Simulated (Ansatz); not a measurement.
Ansatz input

```yaml
crystal:
  lattice:
    - [-1.8081282388, 1.8078626036, 1.2561656106]
    - [1.8078626036, -1.8081282388, 1.2561656106]
    - [3.2412391907, 3.2412391907, -1.2566521219]
  atoms:
    - { symbol: V, position: [0.9999121445, 8.78555e-05, 1.0], spin: 1.0 }
    - { symbol: V, position: [0.7500878555, 0.2499121445, 0.5], spin: 1.0 }
hamiltonian:
  xc: pbe
  pseudopotentials:
    kind: paw
    azcp:
      V: "pseudopotentials/V.paw.azcp"
basis:
  ecutwfc: 420
  fft_grid_basis: typed
kpoints:
  mp_grid: { grid: [24, 24, 12], shift: [0, 0, 0] }
magnetization:
  spin_polarized: true
scf:
  occupations: { method: fermi_dirac, width: 0.05 }
output:
  stress: true
```

and its output:

```
Engine: ansatz 0.2.0, aarch64-unknown-linux-gnu
Pseudopotentials: kind: paw
Pseudopotential: V, paw, valence charge 13, recommended cutoff 420 eV (normal) 
Functional definition: PBE
  parameter kappa = 0.804
  parameter beta = 0.06672455060314922
  exchange = pbe_x(kappa = kappa, mu = beta*pi^2/3)
  correlation = pbe_c(beta = beta)
Crystal: 2 atoms, lattice volume = 29.444 Å³
Basis set: ecut = 420 eV, 579 PW (Γ)
Bands: 18, of which v1, the nominal top of the filled ones, is band 13 counted from 1 (12 counted from 0)
Symmetry: 4 space group operations
Space group: C2/c (ITA 15), of the structure as read, at distance tolerance 3.1e-5 Å
Magnetic group: BNS 15.85 (UNI 92), of the structure as read, at distance tolerance 3.1e-5 Å
k-points: 1814 of 6912
Non-local potential: V, projectors of the file, l = 0: 3, l = 1: 2, l = 2: 3, l = 3: 1
PAW form: soft (Blöchl's): semilocal exchange-correlation on the pseudo side does not see the compensation charge
PAW one-centre angular grid: V, 590 points (default); XC on 64 Gauss nodes
Initial density: superposition of atomic densities (chi_scale 0.1, normalization cell)
Starting moments: Σ|m| = 2 μB on 2 of 2 sites
Initial wavefunctions: pseudopotential atomic-orbital guess
Functional: x = pbe(κ = 0.804, μ = 0.2195149727645171), c = pbe(β = 0.06672455060314922)
SCF iter   1: F=—  HF=-5825.638069 eV  |F-HF|=—  |Δ(HF+E_count)|=         —  Δρ=9.67e-2 (↑9.67e-2 ↓3.14e-2)  dr2=2.04e0  dr2_m=8.75e-1  M=0.397 μB ∫|m|=0.408 μB  β_m=0.30  ethr=3.10e-3  ⟨swp⟩=3.4  Hψ=237004  notcnv=0
Mixer restart at iter 1: flushing history
SCF iter   2: F=—  HF=-5824.520900 eV  |F-HF|=—  |Δ(HF+E_count)|=    1.12e0  Δρ=6.14e-2 (↑6.14e-2 ↓2.88e-2)  dr2=5.92e-1  dr2_m=4.71e-1  M=0.341 μB ∫|m|=0.350 μB  β_m=0.54  ethr=3.10e-3  ⟨swp⟩=2.7  Hψ=135293  notcnv=0  defer=26
SCF iter   3: F=—  HF=-5824.453761 eV  |F-HF|=—  |Δ(HF+E_count)|=   6.71e-2  Δρ=1.60e-2 (↑1.60e-2 ↓1.31e-2)  dr2=1.28e-2  dr2_m=5.31e-2  M=0.145 μB ∫|m|=0.150 μB  β_m=0.68  ethr=2.28e-3  ⟨swp⟩=2.0  Hψ=99690  notcnv=0  defer=26
SCF iter   4: F=—  HF=-5824.538575 eV  |F-HF|=—  |Δ(HF+E_count)|=   8.48e-2  Δρ=1.37e-3 (↑1.01e-3 ↓1.37e-3)  dr2=5.24e-4  dr2_m=2.17e-4  M=0.021 μB ∫|m|=0.024 μB  β_m=0.84  ethr=4.94e-5  ⟨swp⟩=2.4  Hψ=144050  notcnv=0
SCF iter   5: F=—  HF=-5824.537885 eV  |F-HF|=—  |Δ(HF+E_count)|=   6.90e-4  Δρ=3.49e-4 (↑3.49e-4 ↓2.75e-4)  dr2=8.03e-6  dr2_m=2.36e-5  M=0.006 μB ∫|m|=0.007 μB  β_m=0.84  ethr=2.02e-6  ⟨swp⟩=2.1  Hψ=97055  notcnv=0
SCF iter   6: F=—  HF=-5824.537913 eV  |F-HF|=—  |Δ(HF+E_count)|=   2.80e-5  Δρ=1.80e-4 (↑1.80e-4 ↓7.36e-5)  dr2=1.07e-5  dr2_m=2.26e-6  M=0.003 μB ∫|m|=0.003 μB  β_m=0.92  ethr=3.09e-8  ⟨swp⟩=2.0  Hψ=113539  notcnv=0
SCF iter   7: F=—  HF=-5824.537924 eV  |F-HF|=—  |Δ(HF+E_count)|=   1.14e-5  Δρ=3.94e-5 (↑3.51e-5 ↓3.94e-5)  dr2=9.69e-8  dr2_m=3.37e-7  M=0.001 μB ∫|m|=0.001 μB  β_m=0.93  ethr=3.09e-8  ⟨swp⟩=2.1  Hψ=104336  notcnv=0
SCF iter   8: F=—  HF=-5824.537924 eV  |F-HF|=—  |Δ(HF+E_count)|=   2.20e-7  Δρ=4.56e-6 (↑4.56e-6 ↓4.16e-6)  dr2=3.51e-10  dr2_m=4.96e-9  M=0.000 μB ∫|m|=0.000 μB  β_m=0.96  ethr=3.73e-10  ⟨swp⟩=2.0  Hψ=114107  notcnv=0
SCF iter   9: F=—  HF=-5824.537924 eV  |F-HF|=—  |Δ(HF+E_count)|=   6.51e-9  Δρ=8.15e-7 (↑8.15e-7 ↓7.31e-7)  dr2=2.07e-10  dr2_m=9.24e-11  M=0.000 μB ∫|m|=0.000 μB  β_m=0.98  ethr=1.35e-12  ⟨swp⟩=2.0  Hψ=114858  notcnv=0
SCF iter  10: F=-5824.537924 eV  HF=-5824.537924 eV  |F-HF|=3.64e-11  |Δ(HF+E_count)|=  1.65e-10  Δρ=2.92e-7 (↑2.74e-7 ↓2.92e-7)  dr2=4.67e-11  dr2_m=5.81e-12  M=0.000 μB ∫|m|=0.000 μB  ethr=1.00e-12  ⟨swp⟩=1.0  Hψ=185650  notcnv=0
SCF 1 converged in 10 iterations: F = -5824.537924 eV  dr2 = 4.67e-11
WARN: the starting moments were not kept: the SCF closed with an absolute magnetisation of 5.9e-6 μB, where they sum to 2 μB in size (2 sites). That is at most 0.1 of that sum. Measured as dr2_m measures the in/out step, that magnetisation stands 5.9e-12 eV from none, at or under the dr2_threshold of 1.0e-7 eV: it is no larger than a step whose dr2_m would equal this threshold. The system may hold no moment; this SCF shows only that its start led to no more than that. To try another start: raise the starting moments (crystal.atoms[].spin, magnetization.per_species, magnetization.initial_magnetization, or on a non-collinear deck that types none of these the spinor_matrix: blocks that start its atoms; where the total moment is fixed, keep their sum and leave initial_magnetization as it is; typed ones take the place of any that the run laid by itself, positive ones on a crystal's lanthanoids without a Hubbard term where scf.initial_density.shell_occupations: [] is typed) or, if the notice of its spin-set hold's release reads "site moments contracting" or "site moments show no strong build", lengthen the hold (scf.mixing.spin_hold: { on: { confirm: 4 } }; for m-r²SCAN on two components see the key's manual first). Each may lead to a state that holds a moment. A second SCF, from the converged charge density, with the starting moments and any scf.initial_density.shell_occupations laid on it anew, would have followed, and was not run: the deck does not ask for one (magnetization.retry_lost_moments is false, the default). To let it run, set magnetization.retry_lost_moments: true and run the deck again, where that key's refused combinations let it; where memory then withholds it, that run's warning says so.
SCF converged after 10 iterations
Magnetization: 0.0000 μB (13.0000 up, 13.0000 down)
Absolute magnetization: 0.0000 μB (∫|ρ↑−ρ↓|, with the PAW one-centre terms)
Spin contamination: 0.0000 ħ² per cell (⟨S²⟩ above its minimum at these occupations)
Per-site moments (μB) at R_I (Å): [(1.6525114699495155e-6, 1.036336640330594), (1.6525114700312769e-6, 1.036336640330594)]
Free energy (F): -5824.537924 eV
Harris-Foulkes:  -5824.537924 eV  (|F-HF|=3.64e-11)
Internal energy: -5824.512985 eV  (E = F + TS)
E sigma→0 (E₀):  -5824.525454 eV
Entropy (-TS):   -0.024940 eV (-12.470 meV/atom)
Fermi energy:    15.017840 eV
--- Per-component energies (eV) ---
  E_band       = -332.452796
  E_kinetic    = 668.567673
  E_local      = -1924.670469  (includes V_loc(G=0)·N_el)
  E_nonlocal   = -91.274969
  E_hartree    = 869.096154
  E_xc         = -259.439226
  E_vxc        = -328.756288  (∫ρ·V_xc dr)
  E_paw        = -2224.858208  (= ΣΔE_a)
  E_vpaw       = -394.511454  (= ΣTr[D̂ρ^β])
  E_aug_tail   = 0.000546  (compensation charges beyond the density's cutoff)
  E_ewald      = -2861.934486
  E_smearing   = -0.024940  (= −TS)
  E_closure    = 0.000000  (closes the sum)
  Σ components = -5824.537924   (vs F -5824.537924, Δ=0.00e0)
--- Stress (GPa, compression-positive) ---
      -11.849804       0.335679       0.001830
        0.335679     -11.849804       0.001830
        0.001830       0.001830     -11.626439
  P = ⅓ Tr σ = -11.7753 GPa (-117.753 kbar)
```
